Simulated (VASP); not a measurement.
# HfO2 (P4_2/nmc) in VASP: a series of runs, part 2 of 4

VASP 6.6.1. Earlier steps stand in the parts before.

### 3 Phonons, PBE

POSCAR reads:

```
HfO2
1.0
    3.5632897179      0.0000000000      0.0000000000
    0.0000000000      3.5632897179      0.0000000000
    0.0000000000      0.0000000000      5.1901716250
  Hf              O
     2     4
Direct
     0.5000000000000000    0.5000000000000000    0.5000000000000000
     0.0000000000000000    0.0000000000000000    0.0000000000000000
     0.0000000000000000    0.5000000000000000    0.6989183850007429
     0.5000000000000000    0.0000000000000000    0.8010816149992571
     0.5000000000000000    0.0000000000000000    0.3010816149992572
     0.0000000000000000    0.5000000000000000    0.1989183850007428
```

INCAR.step1 reads:

```
SYSTEM = HfO2
ALGO = Normal
EDIFF = 1E-8
EDIFFG = -0.002
ENCUT = 600
GGA = PE
IBRION = 2
ISIF = 2
ISMEAR = -1
KPAR = 8
LASPH = .TRUE.
LCHARG = .FALSE.
LREAL = .FALSE.
LWAVE = .FALSE.
NELM = 60
NSW = 40
PREC = Accurate
SIGMA = 0.05
```

INCAR.step2 reads:

```
SYSTEM = HfO2
ALGO = Normal
EDIFF = 1E-8
ENCUT = 600
GGA = PE
IBRION = 8
ISIF = 2
ISMEAR = -1
KPAR = 8
LASPH = .TRUE.
LCHARG = .FALSE.
LEPSILON = .TRUE.
LREAL = .FALSE.
LWAVE = .FALSE.
NELM = 60
NSW = 1
PREC = Accurate
SIGMA = 0.05
```

KPOINTS reads:

```
k-points
0
G
  6 6 4
  0 0 0
```

Potentials or basis: VASP PAW PBE potentials, release 64 (Hf_pv, O).

Launch:

```
cat potpaw_PBE.64/Hf_pv/POTCAR potpaw_PBE.64/O/POTCAR > POTCAR
cp INCAR.step1 INCAR
mpirun -np 8 vasp_std > vasp.out
cp CONTCAR POSCAR
cp INCAR.step2 INCAR
mpirun -np 8 vasp_std > vasp.out
```

OUTCAR:

```text
SYSTEM = HfO2
   EDIFF = 1E-8
   ENCUT = 600
   GGA = PE
   IBRION = 8
   ISIF = 2
   ISMEAR = -1
   LASPH = .TRUE.
   LEPSILON = .TRUE.
   LREAL = .FALSE.
   NELM = 60
   NSW = 1
   PREC = Accurate

 ion  position               nearest neighbor table
   1  0.500  0.500  0.500-   3 2.06   5 2.06   5 2.06   3 2.06   4 2.37   4 2.37   6 2.37   6 2.37
                             2 3.62   2 3.62   2 3.62   2 3.62   2 3.62   2 3.62   2 3.62   2 3.62
   2  0.000  0.000  0.000-   4 2.06   6 2.06   6 2.06   4 2.06   3 2.37   5 2.37   3 2.37   5 2.37
                             1 3.62   1 3.62   1 3.62   1 3.62   1 3.62   1 3.62   1 3.62   1 3.62
   3  0.000  0.500  0.699-   1 2.06   1 2.06   2 2.37   2 2.37
   4  0.500  0.000  0.801-   2 2.06   2 2.06   1 2.37   1 2.37
   5  0.500  0.000  0.301-   1 2.06   1 2.06   2 2.37   2 2.37
   6  0.000  0.500  0.199-   2 2.06   2 2.06   1 2.37   1 2.37

  LATTYP: Found a simple tetragonal cell.
 ALAT       =     3.5632897179
 C/A-ratio  =     1.4565673958

  Lattice vectors:

 A1 = (   3.5632897179,   0.0000000000,   0.0000000000)
 A2 = (   0.0000000000,   3.5632897179,   0.0000000000)
 A3 = (   0.0000000000,   0.0000000000,   5.1901716250)

Analysis of symmetry for initial positions (statically):
=====================================================================
 Subroutine PRICEL returns:
 Original cell was already a primitive cell.

 Routine SETGRP: Setting up the symmetry group for a
 simple tetragonal supercell.

 Subroutine GETGRP returns: Found 16 space group operations
 (whereof  8 operations were pure point group operations)
 out of a pool of 16 trial point group operations.

The static configuration has the point symmetry D_2d.
 The point group associated with its full space group is D_4h.

Analysis of symmetry for dynamics (positions and initial velocities):
[... 1000 lines left out ...]
 ion    4
    1    -3.41486     0.00000     0.00000
    2     0.00000    -2.08563     0.00000
    3     0.00000     0.00000    -2.41756
 ion    5
    1    -2.08563     0.00000     0.00000
    2     0.00000    -3.41486     0.00000
    3     0.00000     0.00000    -2.41756
 ion    6
    1    -2.08563     0.00000     0.00000
    2     0.00000    -3.41486     0.00000
    3     0.00000     0.00000    -2.41756

 INTERNAL STRAIN TENSOR FOR ION    6 for displacements in x,y,z  (eV/Angst):
          X           Y           Z          XY          YZ          ZX
  --------------------------------------------------------------------------------
  x     0.00000     0.00000     0.00000     0.00000     0.00000     3.40509
  y     0.00000     0.00000     0.00000     0.00000   -10.35552     0.00000
  z     4.42410   -11.82855    -9.01444     0.00000     0.00000     0.00000

 SECOND DERIVATIVES (NOT SYMMETRIZED)
 ------------------------------------
               1X          1Y          1Z          2X          2Y          2Z          3X          3Y          3Z          4X          4Y          4Z          5X          5Y          5Z          6X          6Y          6Z
  1X   -10.447421    0.000000    0.000000    0.509125    0.000000    0.000000    9.820458    0.000000    0.000000    0.818010    0.000000    0.000000    1.328990    0.000000    0.000000   -2.029162    0.000000    0.000000
  1Y     0.000000  -10.447421    0.000000    0.000000    0.509125    0.000000    0.000000    1.328990    0.000000    0.000000   -2.029162    0.000000    0.000000    9.820458    0.000000    0.000000    0.818010    0.000000
  1Z     0.000000    0.000000  -25.058718    0.000000    0.000000   14.981434    0.000000    0.000000    6.565354    0.000000    0.000000   -1.526713    0.000000    0.000000    6.565354    0.000000    0.000000   -1.526713
  2X     0.509125    0.000000    0.000000  -10.447421    0.000000    0.000000    0.818010    0.000000    0.000000    9.820458    0.000000    0.000000   -2.029162    0.000000    0.000000    1.328990    0.000000    0.000000
  2Y     0.000000    0.509125    0.000000    0.000000  -10.447421    0.000000    0.000000   -2.029162    0.000000    0.000000    1.328990    0.000000    0.000000    0.818010    0.000000    0.000000    9.820458    0.000000
  2Z     0.000000    0.000000   14.981434    0.000000    0.000000  -25.058718    0.000000    0.000000   -1.526713    0.000000    0.000000    6.565354    0.000000    0.000000   -1.526713    0.000000    0.000000    6.565354
  3X     9.821457    0.000000    0.000000    0.817518    0.000000    0.000000  -19.118493    0.000000    0.000000    7.327296    0.000000    0.000000    0.328282    0.000000    0.000000    0.823940    0.000000    0.000000
  3Y     0.000000    1.335224    0.000000    0.000000   -2.031326    0.000000    0.000000   -6.116706    0.000000    0.000000    5.661506    0.000000    0.000000    0.327815    0.000000    0.000000    0.823487    0.000000
  3Z     0.000000    0.000000    6.560147    0.000000    0.000000   -1.525739    0.000000    0.000000  -13.945965    0.000000    0.000000   -1.186522    0.000000    0.000000    1.389231    0.000000    0.000000    8.708848
  4X     0.817518    0.000000    0.000000    9.821457    0.000000    0.000000    7.327296    0.000000    0.000000  -19.118493    0.000000    0.000000    0.823940    0.000000    0.000000    0.328282    0.000000    0.000000
  4Y     0.000000   -2.031326    0.000000    0.000000    1.335224    0.000000    0.000000    5.661506    0.000000    0.000000   -6.116706    0.000000    0.000000    0.823487    0.000000    0.000000    0.327815    0.000000
  4Z     0.000000    0.000000   -1.525739    0.000000    0.000000    6.560147    0.000000    0.000000   -1.186522    0.000000    0.000000  -13.945965    0.000000    0.000000    8.708848    0.000000    0.000000    1.389231
  5X     1.335224    0.000000    0.000000   -2.031326    0.000000    0.000000    0.327815    0.000000    0.000000    0.823487    0.000000    0.000000   -6.116706    0.000000    0.000000    5.661506    0.000000    0.000000
  5Y     0.000000    9.821457    0.000000    0.000000    0.817518    0.000000    0.000000    0.328282    0.000000    0.000000    0.823940    0.000000    0.000000  -19.118493    0.000000    0.000000    7.327296    0.000000
  5Z     0.000000    0.000000    6.560147    0.000000    0.000000   -1.525739    0.000000    0.000000    1.389231    0.000000    0.000000    8.708848    0.000000    0.000000  -13.945965    0.000000    0.000000   -1.186522
  6X    -2.031326    0.000000    0.000000    1.335224    0.000000    0.000000    0.823487    0.000000    0.000000    0.327815    0.000000    0.000000    5.661506    0.000000    0.000000   -6.116706    0.000000    0.000000
  6Y     0.000000    0.817518    0.000000    0.000000    9.821457    0.000000    0.000000    0.823940    0.000000    0.000000    0.328282    0.000000    0.000000    7.327296    0.000000    0.000000  -19.118493    0.000000
  6Z     0.000000    0.000000   -1.525739    0.000000    0.000000    6.560147    0.000000    0.000000    8.708848    0.000000    0.000000    1.389231    0.000000    0.000000   -1.186522    0.000000    0.000000  -13.945965

 Eigenvectors and eigenvalues of the dynamical matrix
 ----------------------------------------------------

   1 f  =   20.214747 THz   127.013003 2PiTHz  674.291386 cm-1    83.601439 meV
             X         Y         Z           dx          dy          dz
      1.781645  1.781645  2.595086    -0.000586   -0.074595    0.000000
      0.000000  0.000000  0.000000     0.000586    0.074595   -0.000000
      0.000000  1.781645  3.628127     0.005517    0.028272   -0.000000
      1.781645  0.000000  4.157130    -0.005517   -0.028272   -0.000000
      1.781645  0.000000  1.562044     0.000222    0.702571    0.000000
      0.000000  1.781645  1.033041    -0.000222   -0.702571    0.000000
[... 145 lines left out ...]
  18 f/i=    0.003037 THz     0.019082 2PiTHz    0.101302 cm-1     0.012560 meV
             X         Y         Z           dx          dy          dz
      1.781645  1.781645  2.595086     0.650539   -0.033606   -0.000000
      0.000000  0.000000  0.000000     0.650539   -0.033606   -0.000000
      0.000000  1.781645  3.628127     0.194669   -0.010013   -0.000000
      1.781645  0.000000  4.157130     0.194669   -0.010013   -0.000000
      1.781645  0.000000  1.562044     0.193837   -0.010056   -0.000000
      0.000000  1.781645  1.033041     0.193837   -0.010056   -0.000000

--------------------------------------------------------------------------------------------------------

 MACROSCOPIC STATIC DIELECTRIC TENSOR IONIC CONTRIBUTION
 ------------------------------------------------------
          99.566285    -0.000000     0.000000
          -0.000000    99.566285    -0.000000
           0.000000    -0.000000    12.743950
 ------------------------------------------------------

 ELASTIC MODULI CONTR FROM IONIC RELAXATION (kBar)
 Direction    XX          YY          ZZ          XY          YZ          ZX
 --------------------------------------------------------------------------------
 XX        -821.6108    331.5425   -596.6270      0.0000      0.0000      0.0000
 YY         331.5425   -821.6108   -596.6270      0.0000     -0.0000      0.0000
 ZZ        -596.6270   -596.6270  -1452.7109      0.0000     -0.0000      0.0000
 XY           0.0000      0.0000      0.0000      0.0000      0.0000      0.0000
 YZ           0.0000     -0.0000     -0.0000      0.0000   -699.9089     -0.0000
 ZX           0.0000      0.0000      0.0000      0.0000     -0.0000   -719.9735
 --------------------------------------------------------------------------------

 PIEZOELECTRIC TENSOR IONIC CONTR  for field in x, y, z        (C/m^2)
          XX          YY          ZZ          XY          YZ          ZX
  --------------------------------------------------------------------------------
  x    -0.00000    -0.00000    -0.00000     0.00000    -0.00000     0.00000
  y    -0.00000    -0.00000    -0.00000     0.00000     0.00000    -0.00000
  z     0.00000     0.00000     0.00000     0.00000     0.00000    -0.00000
```

It took 5.6 min on 8 MPI ranks of Intel Xeon Platinum 8488C (Sapphire Rapids), shared host; peak memory 0.58 GiB.

What came out:

```yaml
Electronic_dielectric_tensor_diagonal: 5.19, 5.19, 4.73
Born_charges_mean_of_the_diagonal: Hf +5.28; O -2.64 e
Highest_phonon_frequency_at_Γ_LO-TO_splitting_left_out: 674 cm⁻¹
```

Phonon frequencies in cm⁻¹ (negative: imaginary):
```tsv
q point	frequencies
(0.000, 0.000, 0.000)	0 0 0 80 80 103 103 222 304 318 448 448 466 466 594 655 674 674
```

Electronic dielectric tensor:
```
5.19 0.00 0.00
0.00 5.19 0.00
0.00 0.00 4.73
```

Born effective charge tensors (e):
atom 1, Hf
```
5.50 0.00 0.00
0.00 5.50 0.00
0.00 0.00 4.84
```
atom 2, Hf
```
5.50 0.00 0.00
0.00 5.50 0.00
0.00 0.00 4.84
```
atom 3, O
```
-3.41  0.00  0.00
 0.00 -2.09  0.00
 0.00  0.00 -2.42
```
atom 4, O
```
-3.41  0.00  0.00
 0.00 -2.09  0.00
 0.00  0.00 -2.42
```
atom 5, O
```
-2.09  0.00  0.00
 0.00 -3.41  0.00
 0.00  0.00 -2.42
```
atom 6, O
```
-2.09  0.00  0.00
 0.00 -3.41  0.00
 0.00  0.00 -2.42
```

The run has no spin-orbit coupling, so splittings on Hf are missing.

(Continued in part 3 of 4.)
